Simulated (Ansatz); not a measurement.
**Zone-centre modes in Zr3Si2**

These are results of Ansatz, DFT r2SCAN, scalar-relativistic, plane waves, PAW, not measurements. Cutoff 500 eV, Γ-centred 6×6×10 k-points, Gaussian smearing of 0.15 eV. No spin polarisation.

The starting cell (relaxed at this level; it needn't be the usual structure):

```
Zr Si
1.0
     7.10844    0.00000    0.00000
     0.00000    7.10844    0.00000
     0.00000    0.00000    3.70513
Zr Si
6 4
Direct
  0.17391 0.67391 0.50000
  0.82609 0.32609 0.50000
  0.32609 0.17391 0.50000
  0.67391 0.82609 0.50000
  0.00000 0.00000 0.00000
  0.50000 0.50000 0.00000
  0.62195 0.12195 0.00000
  0.37805 0.87805 0.00000
  0.87805 0.62195 0.00000
  0.12195 0.37805 0.00000
```

Harmonic modes by finite displacements of 0.02 Å, without the LO–TO term.

Question: At this geometry, is the structure stable against these modes?

Answer: Yes: no mode is imaginary beyond 10 cm⁻¹, and only the three translations lie near zero.

Question: List the wavenumbers in cm⁻¹.

Answer: 0, 0, 0, 132, 147, 160, 161, 164, 164, 171, 173, 173, 183, 183, 196, 202, 202, 204, 294, 299, 299, 305, 305, 313, 314, 314, 320, 321, 382, 404.

Cost: 1 run of about 22 core-minutes, on Oxide Virtual Turin-like Processor (Zen 5) (shared hosts).